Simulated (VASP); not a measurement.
Write the native input for VASP 6.6.1 that does the following.

```
Task                   : single point
Functional             : PBE
Potentials or basis    : VASP PAW PBE potentials, release 64 (Cs_sv)
Cutoff                 : 520 eV
k mesh                 : 5 × 3 × 3
Occupations            : fermi-dirac, width 0.05 eV
Spin                   : no spin polarisation
Further INCAR settings : ALGO = Normal; EDIFF = 1e-07; NBANDS = 26
```

The structure of Cs lies in POSCAR:

```
Cs
1.0
    5.5192572500      0.0000000000      0.0000000000
    0.0000000000     10.0516815000      0.0000000000
    0.0000000000      0.0000000000      8.9880748700
Cs
4
Direct
    0.2587230000      0.8908550000      0.7485270000
    0.7416590000      0.0990200000      0.2514320000
    0.2616650000      0.6069330000      0.2499260000
    0.7443470000      0.3964200000      0.7524700000
```

This isn't the form of Cs at room conditions, which is bcc.

The cell isn't the ideal one: atoms moved at random, drawn with an rms of 0.05 Å.

These files were run (other wordings do the same):

INCAR

```
PREC     = Accurate       # precision mode
ENCUT    = 520            # plane-wave cutoff, eV
EDIFF    = 1E-7           # SCF threshold, eV
ISMEAR   = -1             # smearing method
SIGMA    = 0.05           # smearing width, eV
LREAL    = F              # projectors in reciprocal space
LASPH    = T              # aspherical terms in the spheres
NELM     = 60             # most SCF steps
ALGO     = Normal         # electronic algorithm
ISIF     = 2              # what is computed and relaxed
LWAVE    = F              # write WAVECAR
LCHARG   = F              # write CHGCAR
GGA      = PE             # functional
NBANDS   = 26             # bands
```

KPOINTS

```
Automatic mesh
0
Gamma
  5 3 3
```

Potentials or basis: VASP PAW PBE potentials, release 64 (Cs_sv).

Command:

```console
$ cat potpaw_PBE.64/Cs_sv/POTCAR > POTCAR
$ mpirun -np 1 vasp_std > vasp.out
```

Results of the run:

```json
{
  "Pressure": "-0.1 GPa",
  "Largest force": "0.034 eV/Å",
  "Band gap on the k mesh": "none (metal or under the smearing width)"
}
```

Wall time 4.1 min on 1 thread of Intel(R) Xeon(R) 6975P-C (Granite Rapids), on a shared host, peak memory 0.59 GiB.
